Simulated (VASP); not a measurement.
# Si (Fd-3m) in VASP: further runs

The runs below take Si through single point, relaxation of cell and atoms, with LDA.

Everything below comes from runs of VASP 6.6.1. Logs are shortened: lines on timing, memory, paths and dates and some standing lists are left out, and cuts for length are marked.

**1. The structure**

The structure is cubic, space group Fd-3m (No. 227). Conventional cell: a = 5.401 Å, b = 5.401 Å, c = 5.401 Å, α = 90.00°, β = 90.00°, γ = 90.00°. Si (site symmetry -43m) has 4 Si at 2.34 Å as nearest neighbours.

The cell was built by a generator and needn't be a form met in nature.

**2. Single point, LDA**

INCAR reads:

```
PREC = Accurate
ENCUT = 520
EDIFF = 1E-6
ISMEAR = 0
SIGMA = 0.02
LREAL = F
LASPH = T
NELM = 100
ALGO = Normal
ISIF = 2
LWAVE = F
LCHARG = F
GGA = CA
NBANDS = 11
```

KPOINTS reads:

```
regular mesh
0
Gamma
  12 12 12
```

POSCAR reads:

```
Si
1.0
    0.0000000000      2.7007329269      2.7007329269
    2.7007329269      0.0000000000      2.7007329269
    2.7007329269      2.7007329269      0.0000000000
Si
2
Direct
    0.0000000000      0.0000000000      0.0000000000
    0.2500000000      0.2500000000      0.2500000000
```

Potentials or basis: VASP PAW LDA potentials, release 64 (Si).

On the command line:

```console
> cat potpaw_LDA.64/Si/POTCAR > POTCAR
> mpirun -np 1 vasp_std > vasp.out
```

OUTCAR:

```text
PREC = Accurate
   ENCUT = 520
   EDIFF = 1E-6
   ISMEAR = 0
   LREAL = F
   LASPH = T
   NELM = 100
   ISIF = 2
   GGA = CA

 ion  position               nearest neighbor table
   1  0.000  0.000  0.000-   2 2.34   2 2.34   2 2.34   2 2.34
   2  0.250  0.250  0.250-   1 2.34   1 2.34   1 2.34   1 2.34

  LATTYP: Found a face centered cubic cell.
 ALAT       =     5.4014658538

  Lattice vectors:

 A1 = (   0.0000000000,   2.7007329269,   2.7007329269)
 A2 = (   2.7007329269,   0.0000000000,   2.7007329269)
 A3 = (   2.7007329269,   2.7007329269,   0.0000000000)

Analysis of symmetry for initial positions (statically):
=====================================================================
 Subroutine PRICEL returns:
 Original cell was already a primitive cell.

 Routine SETGRP: Setting up the symmetry group for a
 face centered cubic supercell.

 Subroutine GETGRP returns: Found 48 space group operations
 (whereof 24 operations were pure point group operations)
 out of a pool of 48 trial point group operations.

The static configuration has the point symmetry T_d .
 The point group associated with its full space group is O_h .

Analysis of symmetry for dynamics (positions and initial velocities):
=====================================================================
 Subroutine PRICEL returns:
 Original cell was already a primitive cell.

 Routine SETGRP: Setting up the symmetry group for a
 face centered cubic supercell.

 Subroutine GETGRP returns: Found 48 space group operations
 (whereof 24 operations were pure point group operations)
 out of a pool of 48 trial point group operations.

The dynamic configuration has the point symmetry T_d .
 The point group associated with its full space group is O_h .

 Subroutine INISYM returns: Found 48 space group operations
 (whereof 24 operations are pure point group operations),
 and found     1 'primitive' translations

----------------------------------------------------------------------------------------

                                     Primitive cell

  volume of cell :      39.3981

  direct lattice vectors                    reciprocal lattice vectors
     0.000000000  2.700732927  2.700732927    -0.185134929  0.185134929  0.185134929
     2.700732927  0.000000000  2.700732927     0.185134929 -0.185134929  0.185134929
     2.700732927  2.700732927  0.000000000     0.185134929  0.185134929 -0.185134929

  length of vectors
     3.819413134  3.819413134  3.819413134     0.320663104  0.320663104  0.320663104

  position of ions in fractional coordinates (direct lattice)
     0.000000000  0.000000000  0.000000000
     0.250000000  0.250000000  0.250000000

  ion indices of the primitive-cell ions
   primitive index   ion index
                 1           1
                 2           2

----------------------------------------------------------------------------------------

 KPOINTS: regular mesh

Automatic generation of k-mesh.
 Grid dimensions read from file:
 generate k-points for:   12   12   12

 Generating k-lattice:

  Cartesian coordinates                     Fractional coordinates (reciprocal lattice)
    -0.015427911  0.015427911  0.015427911     0.083333333  0.000000000  0.000000000
     0.015427911 -0.015427911  0.015427911     0.000000000  0.083333333  0.000000000
     0.015427911  0.015427911 -0.015427911     0.000000000  0.000000000  0.083333333

  Length of vectors
     0.026721925  0.026721925  0.026721925

  Shift w.r.t. Gamma in fractional coordinates (k-lattice)
     0.000000000  0.000000000  0.000000000

 Subroutine IBZKPT returns following result:
 ===========================================

 Found     72 irreducible k-points:

 Following reciprocal coordinates:
            Coordinates               Weight
  0.000000  0.000000  0.000000      1.000000
  0.083333  0.000000  0.000000      8.000000
  0.166667  0.000000  0.000000      8.000000
  0.250000  0.000000  0.000000      8.000000
  0.333333  0.000000  0.000000      8.000000
  0.416667  0.000000  0.000000      8.000000
[... 16 lines left out ...]
  0.500000  0.166667  0.000000     24.000000
 -0.416667  0.166667  0.000000     24.000000
 [... further k-points ...]
   k-points           NKPTS =     72   k-points in BZ     NKDIM =     72   number of bands    NBANDS=     11
   number of dos      NEDOS =    301   number of ions     NIONS =      2
   total plane-waves  NPLWV =  21952
   dimension x,y,z NGX =    28 NGY =   28 NGZ =   28
   dimension x,y,z NGXF=    56 NGYF=   56 NGZF=   56
   ions per type =               2
   NGX,Y,Z   is equivalent  to a cutoff of  12.19, 12.19, 12.19 a.u.
   NGXF,Y,Z  is equivalent  to a cutoff of  24.37, 24.37, 24.37 a.u.
 SYSTEM =  unknown system
   PREC   = accura    normal or accurate (medium, high low for compatibility)
   ISTART =      0    job   : 0-new  1-cont  2-samecut
   ICHARG =      2    charge: 1-file 2-atom 10-const
   ISPIN  =      1    spin polarized calculation?
   LNONCOLLINEAR =      F non collinear calculations
   LSORBIT =      F    spin-orbit coupling
   LASPH  =      T    aspherical Exc in radial PAW
   ENCUT  =  520.0 eV  38.22 Ry    6.18 a.u.   7.10  7.10  7.10*2*pi/ulx,y,z
   NELM   =    100;   NELMIN=  2; NELMDL= -5     # of ELM steps
   EDIFF  = 0.1E-05   stopping-criterion for ELM
   LREAL  =      F    real-space projection
   EDIFFG = 0.1E-04   stopping-criterion for IOM
   NSW    =      0    number of steps for IOM
   IBRION =     -1    ionic relax: 0-MD 1-quasi-New 2-CG
   NFREE  =      0    steps in history (QN), initial steepest desc. (CG)
   ISIF   =      2    stress and relaxation
   ISYM   =      2    0-nonsym 1-usesym 2-fastsym
   POTIM  = 0.5000    time-step for ionic-motion
   TEBEG  =    0.0;   TEEND  =   0.0 temperature during run
   PSTRESS=    0.0 pullay stress
   NELECT =       8.0000    total number of electrons
   NUPDOWN=      -1.0000    fix difference up-down
   EMIN   =  10.00;   EMAX   =-10.00  energy-range for DOS
   EFERMI =   0.00;   METHOD = LEGACY
   ISMEAR =     0;   SIGMA  =   0.02  broadening in eV -4-tet -1-fermi 0-gaus
   EFERMI_NEDOS =   21; number of points for ismear=-14 and -15
   IALGO  =     38    algorithm
   IMIX   =      4    mixing-type and parameters
     AMIX     =   0.40;   BMIX     =  1.00
     AMIX_MAG =   1.60;   BMIX_MAG =  1.00
  volume/ion in A,a.u.               =      19.70       132.94
  Fermi-wavevector in a.u.,A,eV,Ry     =   0.962232  1.818355 12.597507  0.925891
  Thomas-Fermi vector in A             =   2.091673
   LORBIT       =      0    0 simple, 1 ext, 2 COOP (PROOUT), +10 PAW based schemes
   GGA     = CA    functional components
   LHFCALC =     F    Hartree Fock is set to
   AEXX    =    0.0000 exact exchange contribution
   IVDW    =     0    specifies the selected vdW correction
   LEPSILON=     F    determine dielectric tensor
   LRPA    =     F    only Hartree local field effects (RPA)
 non-spin polarized calculation
 Gauss-broadening in eV      SIGMA  =   0.02
  energy-cutoff  :      520.00
  volume of cell :       39.40
 maximum number of plane-waves:      1074
   NGX = 15   NGY = 15   NGZ = 15

 number of electron       8.0000001 magnetization

 Free energy of the ion-electron system (eV)
  ---------------------------------------------------
  ext. energy  EPLUGINS =         0.00000000
  ---------------------------------------------------
  free energy    TOTEN  =       -11.91974056 eV

  energy without entropy =      -11.91974056  energy(sigma->0) =      -11.91974056

 E-fermi :   6.0960     XC(G=0):  -9.6668

 val. band max:        5.9358739689   @ k =   0.0000   0.0000   0.0000
 cond. band min:       6.3775080854   @ k =   0.4167   0.4167   0.0000
 fundamental gap:      0.4416341165
 Fermi energy:         6.0959577724

 k-point     1 :       0.0000    0.0000    0.0000
  band No.  band energies     occupation
      1      -6.1325      2.00000
      2       5.9359      2.00000
      3       5.9359      2.00000
      4       5.9359      2.00000
      5       8.4670      0.00000
      6       8.4670      0.00000
      7       8.4670      0.00000
      8       9.3312      0.00000
      9      13.6721      0.00000
     10      13.6721      0.00000
     11      13.6827      0.00000

 k-point     2 :       0.0833    0.0000    0.0000
  band No.  band energies     occupation
      1      -6.0402      2.00000
      2       5.0670      2.00000
      3       5.7893      2.00000
      4       5.7893      2.00000
      5       8.5134      0.00000
      6       8.6821      0.00000
      7       8.6821      0.00000
      8       9.9862      0.00000
      9      13.3857      0.00000
     10      13.3857      0.00000
     11      14.0819      0.00000

 k-point     3 :       0.1667    0.0000    0.0000
  band No.  band energies     occupation
      1      -5.7661      2.00000
      2       3.5279      2.00000
      3       5.4784      2.00000
      4       5.4784      2.00000
      5       8.2503      0.00000
      6       9.1221      0.00000
      7       9.1221      0.00000
      8      11.3952      0.00000
      9      12.9992      0.00000
     10      12.9992      0.00000
     11      14.8516      0.00000

 k-point     4 :       0.2500    0.0000    0.0000
  band No.  band energies     occupation
      1      -5.3208      2.00000
      2       1.9636      2.00000
      3       5.1666      2.00000
      4       5.1666      2.00000
      5       7.9209      0.00000
      6       9.4120      0.00000
      7       9.4120      0.00000
      8      12.8333      0.00000
      9      13.1058      0.00000
     10      13.1058      0.00000
     11      14.7672      0.00000
[... 239 lines left out ...]
 k-point    22 :       0.4167    0.1667    0.0000
  band No.  band energies     occupation
      1      -4.1945      2.00000
      2       0.2096      2.00000
      3       3.4597      2.00000
      4       4.0781      2.00000
      5       7.8592      0.00000
      6      10.1669      0.00000
      7      10.8038      0.00000
      8      10.9254      0.00000
      9      15.7212      0.00000
     10      16.1401      0.00000
     11      16.7693      0.00000

 k-point    23 :       0.5000    0.1667    0.0000
  band No.  band energies     occupation
      1      -3.5960      2.00000
      2      -0.7450      2.00000
      3       3.1092      2.00000
      4       4.1346      2.00000
      5       7.8916      0.00000
      6      10.0113      0.00000
      7      10.5231      0.00000
      8      12.3122      0.00000
      9      15.2565      0.00000
     10      16.4170      0.00000
     11      17.6710      0.00000

 k-point    24 :      -0.4167    0.1667    0.0000
  band No.  band energies     occupation
      1      -3.4773      2.00000
      2      -0.9099      2.00000
      3       2.8900      2.00000
      4       4.3229      2.00000
      5       8.0445      0.00000
      6       9.9555      0.00000
      7      10.2933      0.00000
      8      13.8706      0.00000
      9      14.4281      0.00000
     10      14.7106      0.00000
     11      17.0343      0.00000

 [... further k-points ...]
[... 5 lines left out ...]
  --------------------------------------------------------------------------------------
  -------------------------------------------------------------------------------------
  Total        0.0179663      0.0179663      0.0179663     -0.0000000      0.0000000     -0.0000000
  in kB        0.7306253      0.7306253      0.7306253     -0.0000000      0.0000000     -0.0000000
  external PRESSURE =       0.7306253 kB  Pullay stress =       0.0000000 kB

 VOLUME and BASIS-vectors are now :
 -----------------------------------------------------------------------------
  energy-cutoff  :      520.00
  volume of cell :       39.40
      direct lattice vectors                 reciprocal lattice vectors
     0.000000000  2.700732927  2.700732927    -0.185134929  0.185134929  0.185134929
     2.700732927  0.000000000  2.700732927     0.185134929 -0.185134929  0.185134929
     2.700732927  2.700732927  0.000000000     0.185134929  0.185134929 -0.185134929

 POSITION                                       TOTAL-FORCE (eV/Angst)
 -----------------------------------------------------------------------------------
      0.00000      0.00000      0.00000        -0.000000     -0.000000     -0.000000
      1.35037      1.35037      1.35037         0.000000      0.000000      0.000000
 -----------------------------------------------------------------------------------
    total drift:                                0.000000      0.000000     -0.000000

  FREE ENERGIE OF THE ION-ELECTRON SYSTEM (eV)
  ---------------------------------------------------
  free  energy   TOTEN  =       -11.9197405610 eV

  energy  without entropy=      -11.9197405610  energy(sigma->0) =      -11.91974056
```

It took 12 s on 1 thread of Intel Xeon Platinum 8559C (Emerald Rapids), shared host; peak memory 0.14 GiB.

Results:

```
Free energy            : -11.9197 eV
Pressure               : 0.1 GPa
Band gap on the k mesh : 0.44 eV, indirect (least direct gap 2.53 eV)
```

Levels at points of the mesh, in eV from the valence-band top:
```
           k point  band 1  band 2  band 3  band 4  band 5  band 6  band 7  band 8
(0.00, 0.00, 0.00)  -12.07    0.00    0.00    0.00    2.53    2.53    2.53    3.40
(0.50, 0.00, 0.00)   -9.69   -7.07   -1.21   -1.21    1.49    3.29    3.29    7.54
(0.50, 0.50, 0.00)   -7.87   -7.87   -2.90   -2.90    0.57    0.57   10.12   10.12
```

**3. Relaxation of cell and atoms, LDA**

INCAR reads:

```
PREC     = Accurate       # precision mode
ENCUT    = 600            # plane-wave cutoff, eV
EDIFF    = 1E-6           # SCF threshold, eV
ISMEAR   = 0              # smearing method
SIGMA    = 0.02           # smearing width, eV
LREAL    = False          # projectors in reciprocal space
LASPH    = True           # aspherical terms in the spheres
NELM     = 100            # most SCF steps
ALGO     = Fast           # electronic algorithm
ISIF     = 3              # what is computed and relaxed
LWAVE    = False          # write WAVECAR
LCHARG   = False          # write CHGCAR
IBRION   = 2              # ionic algorithm
NSW      = 100            # ionic steps
EDIFFG   = -0.002         # ionic threshold
```

KPOINTS reads:

```
Automatic mesh
0
Gamma
  12 12 12
```

POSCAR is that of step 2.

Potentials or basis: VASP PAW LDA potentials, release 64 (Si).

On the command line:

```console
> cat potpaw_LDA.64/Si/POTCAR > POTCAR
> mpirun -np 1 vasp_std > vasp.out
```

Wall time 18 s (1 thread of Intel Xeon Platinum 8559C (Emerald Rapids), shared host); peak memory 0.16 GiB.

It converged, with:

```yaml
Free_energy: -11.9199 eV
Relaxed_volume: 19.72 Å³/atom
Relaxed_cell: a = 3.820 Å, b = 3.820 Å, c = 3.820 Å, α = 60.00°, β = 60.00°, γ = 60.00°
Space_group_after_relaxing_to_0.05_Å: Fd-3m (No. 227)
Energy_gained_by_relaxing: 0.0 meV/atom
Ionic_steps: 3
Pressure_after_relaxing: 0.0 GPa
Band_gap_on_the_k_mesh: 0.44 eV, indirect (least direct gap 2.53 eV)
```

Final structure:
```xyz
2
Lattice="0.0000 2.7015 2.7015 2.7015 0.0000 2.7015 2.7015 2.7015 0.0000" Properties=species:S:1:pos:R:3 pbc="T T T"
Si    0.0000    0.0000    0.0000
Si    1.3507    1.3507    1.3507
```

Levels at points of the mesh, in eV from the valence-band top:
| k point | band 2 | band 3 | band 4 | band 5 | band 6 | band 7 |
| --- | --- | --- | --- | --- | --- | --- |
| (0.00, 0.00, 0.00) | 0.00 | 0.00 | 0.00 | 2.53 | 2.53 | 2.53 |
| (0.50, 0.00, 0.00) | -7.06 | -1.21 | -1.21 | 1.48 | 3.29 | 3.29 |
| (0.50, 0.50, 0.00) | -7.86 | -2.89 | -2.89 | 0.58 | 0.58 | 10.11 |

A k mesh can miss the band edges. As with any semilocal functional, this LDA gap is likely too small.
